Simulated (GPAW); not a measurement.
Set up this calculation in GPAW 26.7.0, as an ASE script.

- Task: single point
- Functional: TB-mBJ
- Potentials or basis: GPAW PAW data sets for LDA (gpaw-data 1.2.1)
- Cutoff: 800 eV
- Basis: pw
- k mesh: 6 × 6 × 4
- Occupations: fermi-dirac, width 0.05 eV
- Spin: no spin polarisation
- Maxiter: 150

HfO2:

```
Hf O
1.0
     3.55802    0.00000    0.00000
     0.00000    3.55802    0.00000
     0.00000    0.00000    5.17186
Hf O
2 4
Direct
  0.00000 0.00000 0.00000
  0.50000 0.50000 0.50000
  0.00000 0.50000 0.19721
  0.50000 0.00000 0.30279
  0.50000 0.00000 0.80279
  0.00000 0.50000 0.69721
```

Measurements of this composition are mostly on another form, of space group No. 14.

One way to write it, as run:

run.py

```python
from ase import Atoms
from ase.dft.bandgap import bandgap
from ase.io import write
from gpaw import GPAW, PW

atoms = Atoms(['Hf', 'Hf', 'O', 'O', 'O', 'O'],
              cell=[[3.55801933, 0.0, 0.0],
                    [0.0, 3.55801933, 0.0],
                    [0.0, 0.0, 5.17186121]],
              scaled_positions=[[0.0, 0.0, 0.0],
                                [0.5, 0.5, 0.5],
                                [0.0, 0.5, 0.19720788],
                                [0.5, 0.0, 0.30279212],
                                [0.5, 0.0, 0.80279212],
                                [0.0, 0.5, 0.69720788]],
              pbc=True)

calc = GPAW(mode=PW(800),
            xc='TB09',
            kpts={'size': (6, 6, 4), 'gamma': True},
            occupations={'name': 'fermi-dirac', 'width': 0.05},
            nbands=43,
            convergence={'density': 1e-05, 'energy': 1e-05},
            eigensolver='cg',
            maxiter=150,
            txt='gpaw.txt')
atoms.calc = calc
energy = atoms.get_potential_energy()
calc.write('gs.gpw')
write('result.traj', atoms)
print('Fermi level:', round(calc.get_fermi_level(), 4), 'eV')
print(f'Gap: {bandgap(calc)[0]:.4f} eV, direct: {bandgap(calc, direct=True)[0]:.4f} eV')
```

Potentials or basis: GPAW PAW data sets for LDA (gpaw-data 1.2.1), pw.

The run is started by

```sh
$ OMP_NUM_THREADS=1 python run.py
```

It gave:

```yaml
Band_gap_on_the_k_mesh: 6.36 eV, indirect (least direct gap 6.42 eV)
```

Caveat: a model potential gives levels but no total energy; spin-orbit coupling is left out, which moves the levels of the heavy elements.

It took 3.6 min on 1 thread of AMD EPYC 9R45 96-Core Processor (Zen 5) (shared host), peak memory 0.42 GiB.
